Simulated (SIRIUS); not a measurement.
Hf:

```
CELL_PARAMETERS angstrom
3.19670 0.00000 0.00000
-1.59835 2.76842 0.00000
0.00000 0.00000 5.05780
ATOMIC_POSITIONS crystal
Hf 0.66667 0.33333 0.75000
Hf 0.33333 0.66667 0.25000
```

```yaml
Program: SIRIUS 7.10.0
Task: relaxation of cell and atoms
Functional: PBEsol
Dispersion: D4
Potentials_or_basis: PseudoDojo 0.4.1 PBE standard (scalar relativistic)
Cutoff: 807 eV
Density_cutoff: 3227 eV
k_mesh: 5 × 5 × 3
Occupations: fermi-dirac, width 0.05 eV
Spin: no spin polarisation
```

At the start: pressure -4.6 GPa; volume 22.38 Å³/atom.

**Question.** How do energy, volume and symmetry change on relaxing?

**Answer.** Over 6 steps the energy falls by 14.6 meV/atom and the volume is 21.47 Å³/atom (-4.1 %); space group P6_3/mmc (No. 194, to 0.05 Å).

Step by step:
| step | energy change (eV) | largest force (eV/Å) | pressure (GPa) | volume (Å³) |
| --- | --- | --- | --- | --- |
| 1 | 0.0000 | 0.0000 | -4.62 | 44.76 |
| 2 | -0.0152 | 0.0000 | -3.17 | 44.15 |
| 3 | -0.0282 | 0.0000 | 0.18 | 42.86 |
| 4 | -0.0284 | 0.0000 | 0.08 | 42.89 |
| 5 | -0.0292 | 0.0000 | -0.17 | 42.98 |
| 6 | -0.0292 | 0.0000 | -0.07 | 42.94 |

Final structure:
```
Hf
1.0
     3.16834    0.00000    0.00000
    -1.58417    2.74386    0.00000
     0.00000    0.00000    4.93940
Hf
2
Cartesian
  1.5842 0.9146 3.7045
  0.0000 1.8292 1.2348
```

Caveat: the k mesh is coarse (spacing up to 0.45 Å⁻¹), so the values aren't converged; the potentials were made for another functional, which shifts forces and pressure; pairwise dispersion overbinds metals, which lowers pressure and volume.
